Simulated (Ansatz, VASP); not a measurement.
# Cross-check of ZnO (zincite) between VASP and Ansatz, part 2 of 2

One calculation is typed for both programs; each brings its own data sets and cutoff. How far apart do they land?

VASP 6.6.1 and Ansatz 0.2.0.

So far. Step 2 (VASP: single point, PBE): The run ends at a pressure of 6.07 GPa, with forces up to 0.075 eV/Å. Step 3 (Ansatz: single point, PBE): The run ends at a pressure of 4.91 GPa, with forces up to 0.070 eV/Å.

**6. VASP: single point, LDA**

Level of this step: LDA; plane waves and PAW (Zn, O) (VASP).

A single point gives forces, pressure and levels at one fixed geometry, so differences don't come from the geometry; what else differs is listed under the comparison.

INCAR reads:

```
SYSTEM = ZnO
PREC = Accurate
ENCUT = 520
EDIFF = 1E-07
NELM = 100
ISMEAR = 0
SIGMA = 0.05
LREAL = .FALSE.
ALGO = Normal
GGA = CA
NBANDS = 40
LWAVE = .FALSE.
LCHARG = .FALSE.
KPAR = 4
LOPTICS = .TRUE.
NEDOS = 2000
CSHIFT = 0.2
```

POSCAR reads:

```
ZnO
1.0
    3.2493080000      0.0000000000      0.0000000000
   -1.6246540000      2.8139832727      0.0000000000
    0.0000000000      0.0000000000      5.2057090000
Zn O
2 2
Direct
    0.6666666667      0.3333333333      0.0000000000
    0.3333333333      0.6666666667      0.5000000000
    0.3333333333      0.6666666667      0.8790100000
    0.6666666667      0.3333333333      0.3790100000
```

KPOINTS reads:

```
Automatic mesh
0
Gamma
11 11 6
0 0 0
```

PAW data sets: Zn and O (PBE family, release 64).

The run is started by

```bash
$ mpirun -np 4 vasp_std
```

Numbers of over 12 decimals in the logs are rounded to 6 here.

The log of the run:

```text
[banner, memory and clock lines left out]
running    4 mpi-ranks, on    1 nodes
[...]
|                                                                             |
|               ----> ADVICE to this user running VASP <----                  |
|                                                                             |
|     You enforced a specific xc type in the INCAR file but a different       |
|     [... a line on the potential file left out ...]
|     I HOPE YOU KNOW WHAT YOU ARE DOING!                                     |
|                                                                             |

 LDA part: xc-table for (Slater(with rela. corr.)+CA(PZ))
 , standard interpolation
 POSCAR, INCAR and KPOINTS ok, starting setup
[...]
entering main loop
       N       E                     dE             d eps       ncg     rms          rms(c)
DAV:   1     0.316688682228E+03    0.31669E+03   -0.15706E+04  5720   0.131E+03
DAV:   2     0.145177994879E+02   -0.30217E+03   -0.26539E+03  5128   0.336E+02
DAV:   3    -0.232438167608E+02   -0.37762E+02   -0.36892E+02  5896   0.105E+02
DAV:   4    -0.240087556768E+02   -0.76494E+00   -0.76416E+00  5792   0.160E+01
[...]
DAV:  12    -0.211899281048E+02    0.66088E-05   -0.16310E-05  7240   0.399E-02    0.529E-03
DAV:  13    -0.211899283251E+02   -0.22023E-06   -0.32860E-06  5768   0.181E-02    0.333E-03
DAV:  14    -0.211899283277E+02   -0.25866E-08   -0.19329E-07  5312   0.712E-03
   1 F= -.21189928E+02 E0= -.21189928E+02  d E =-.842690E-12
 optical routines
 imaginary and real dielectric function
 recalculating local potential from charge density
 direction            1
 direction            2
 direction            3
```

Parts of OUTCAR (step 6):

```text
  Total       -1.9264045     -1.9264045     -1.3882705      0.0000000     -0.0000000      0.0000000
  in kB      -64.8434017    -64.8434017    -46.7296374      0.0000000     -0.0000000      0.0000000
  external PRESSURE =     -58.8054803 kB  Pullay stress =       0.0000000 kB

 POSITION                                       TOTAL-FORCE (eV/Angst)
 -----------------------------------------------------------------------------------
      1.62465      0.93799      0.00000         0.000000      0.000000     -0.055917
     -0.00000      1.87599      2.60285        -0.000000     -0.000000     -0.055917
     -0.00000      1.87599      4.57587        -0.000000      0.000000      0.055917
      1.62465      0.93799      1.97302         0.000000     -0.000000      0.055917
 -----------------------------------------------------------------------------------
    total drift:                               -0.000000     -0.000000     -0.000220

  FREE ENERGIE OF THE ION-ELECTRON SYSTEM (eV)
  ---------------------------------------------------
  free  energy   TOTEN  =       -21.1899283277 eV

  energy  without entropy=      -21.1899283277  energy(sigma->0) =      -21.18992833

[... 1 part as in an earlier step ...]

[... 2 further parts left out ...]
[key lines of the parts left out:]
E-fermi :   0.9834
```

With so small a gap the low-energy part of the spectrum hangs on the few k-points near the gap and is not converged.

**7. Ansatz: single point, LDA**

The same cell, functional (in two slightly different forms), mesh and smearing now go to Ansatz, which takes its cutoff from its data sets.

input.yaml reads:

```yaml
crystal:
  lattice:
    - [3.249308, 0.0, 0.0]
    - [-1.624654, 2.8139832727, 0.0]
    - [0.0, 0.0, 5.205709]
  atoms:
    - { symbol: Zn, position: [0.6666666667, 0.3333333333, 0.0] }
    - { symbol: Zn, position: [0.3333333333, 0.6666666667, 0.5] }
    - { symbol: O, position: [0.3333333333, 0.6666666667, 0.87901] }
    - { symbol: O, position: [0.6666666667, 0.3333333333, 0.37901] }
hamiltonian:
  xc: lda
  pseudopotentials: { kind: paw }
kpoints:
  mp_grid: { grid: [11, 11, 6] }
scf:
  occupations: { method: gaussian, width: 0.05 }
  n_extra_bands: 5
output:
  forces: true
  stress: true
  eigenvalues: true
```

The run is started by

```bash
$ ansatz run input.yaml --threads 2 --pin off --max-ram 4608MiB --backend cpu --events-out ev --progress --plain --runs-dir out
```

The log of the run:

```text
[...]
Crystal: 4 atoms, lattice volume = 47.598 Å³
Basis set: ecut = 420 eV, 941 PW (Γ)
Bands: 23, of which v1, the nominal top of the filled ones, is band 18 counted from 1 (17 counted from 0)
Symmetry: 12 space group operations
[...]
k-points: 64 of 726 (time reversal used)
[...]
k-point 0: bands = [... 14 lower, 5.9481, 6.6944, 6.7671, 6.7671, 7.5026, 11.8506, 14.8873, 19.4318, ... 1 higher]
  k-point 1: bands = [... 14 lower, 6.0039, 6.1226, 6.7127, 6.7127, 8.1593, 11.6291, 15.0852, 19.4360, ... 1 higher]
  k-point 2: bands = [... 14 lower, 6.1563, 6.1563, 6.5660, 6.5660, 9.1547, 11.0227, 15.6834, 18.1185, ... 1 higher]
  k-point 63: bands = [... 14 lower, 4.1335, 4.1335, 5.5265, 5.5265, 14.0776, 14.0776, 15.0278, 15.0278, ... 1 higher]
[key lines of the parts left out:]
SCF converged after 8 iterations
Free energy (F): -7603.885911 eV
Fermi energy:    7.136012 eV
P = ⅓ Tr σ = -7.0716 GPa (-70.716 kbar)
```

Wall time 4.1 s (2 threads of Arm Neoverse V2, shared host); peak memory 0.35 GiB; 7.8 s of CPU time.

The run ends at a pressure of -7.07 GPa, with forces up to 0.051 eV/Å.

**8. Differences**

What differs besides the data sets and the points named for the pairs above, as far as they apply: the two LDA forms differ slightly; Ansatz makes its cores anew for this functional, VASP keeps those of its PBE data sets; VASP's log shows a relativistic correction to its local exchange, Ansatz's none. Total energies have different zeros and are not compared.

The two programs side by side:

| quantity | Ansatz | VASP | difference |
| --- | --- | --- | --- |
| pressure (GPa) | -7.07 | -5.88 | -1.19 |
| pressure without Ansatz's Pulay correction (GPa) | -7.97 | -5.88 | -2.09 |
| gap on the k mesh (eV) | 0.735 | 0.734 | +0.001 |

Forces (eV/Å; atoms numbered as in POSCAR):

| atom | Ansatz x, y, z | VASP x, y, z |
| --- | --- | --- |
| Zn1 | 0.000, 0.000, -0.051 | 0.000, 0.000, -0.056 |
| Zn2 | 0.000, 0.000, -0.051 | 0.000, 0.000, -0.056 |
| O3 | 0.000, 0.000, 0.051 | 0.000, 0.000, 0.056 |
| O4 | 0.000, 0.000, 0.051 | 0.000, 0.000, 0.056 |

The forces differ by 2.6 meV/Å r.m.s., which is 8.0 % of the r.m.s. force of 0.03 eV/Å (both taken over all components). A gap on the mesh is an upper bound, since the band edges may lie between its points. Ansatz's pressure holds a Pulay correction of 0.90 GPa; VASP's holds none.

**9. What the set-up changes**

Further runs change the set-up of one program: Ansatz's method, potentials or start, or VASP's data sets, cutoff or form of LDA. The table gives Ansatz less VASP for each quantity, since a change that brings one quantity closer may part another.

| run | r.m.s. force difference (meV/Å) | pressure (GPa) | gap on the k mesh (eV) | pressure without Ansatz's Pulay correction (GPa) |
| --- | --- | --- | --- | --- |
| as above | 2.6 | -1.2 | 0.0012 | -2.1 |
| cores kept as stored | 2.5 | -1.1 | -0.0098 | -1.9 |
| Ansatz's larger PAW set (cutoff 900 eV) | 2.4 | -1.2 | 0.013 | -1.3 |
| norm-conserving potentials (cutoff 1143 eV) | 2.5 | -1.6 | 0.059 |  |

**10. What came out**

| Property | Result |
| --- | --- |
| difference in pressure (single point, PBE) | -1.2 GPa |
| difference in pressure (single point, LDA) | -1.2 GPa |

**Reading.** The difference in pressure is -1.2 GPa (single point, LDA), beyond the 1 GPa picked in this series as the mark of a large difference. Single point, PBE, Ansatz's all-electron LAPW method: the difference in gap on the k mesh goes from 0.016 to 0.033 eV. Single point, PBE, Ansatz's larger PAW set (cutoff 900 eV): the difference in gap on the k mesh goes from 0.016 to 0.032 eV. Single point, PBE, norm-conserving potentials (cutoff 1240 eV): the difference in gap on the k mesh goes from 0.016 to 0.066 eV. Single point, LDA, cores kept as stored: the difference in gap on the k mesh goes from 0.0012 to -0.0098 eV. Single point, LDA, Ansatz's larger PAW set (cutoff 900 eV): the difference in gap on the k mesh goes from 0.0012 to 0.013 eV; the difference in pressure without Ansatz's Pulay correction goes from -2.1 to -1.3 GPa. 4 further runs of this series are not shown here. Such differences can come from data sets, numerical settings and the points named under the comparisons, not from the functional's error against experiment.

[Lines on the potential files, build, host, timing and source positions are cut from VASP's logs without a mark.]

[Logs are printed without paths, hosts, clocks, repeated set-up lines and the standing remarks that a program may print on its own settings, such as how far it seeks lower states.]

[Hosts, paths, dates, database ids (printed as entryN), source tags and the programs' standing remarks are cut or masked in the printed files.]
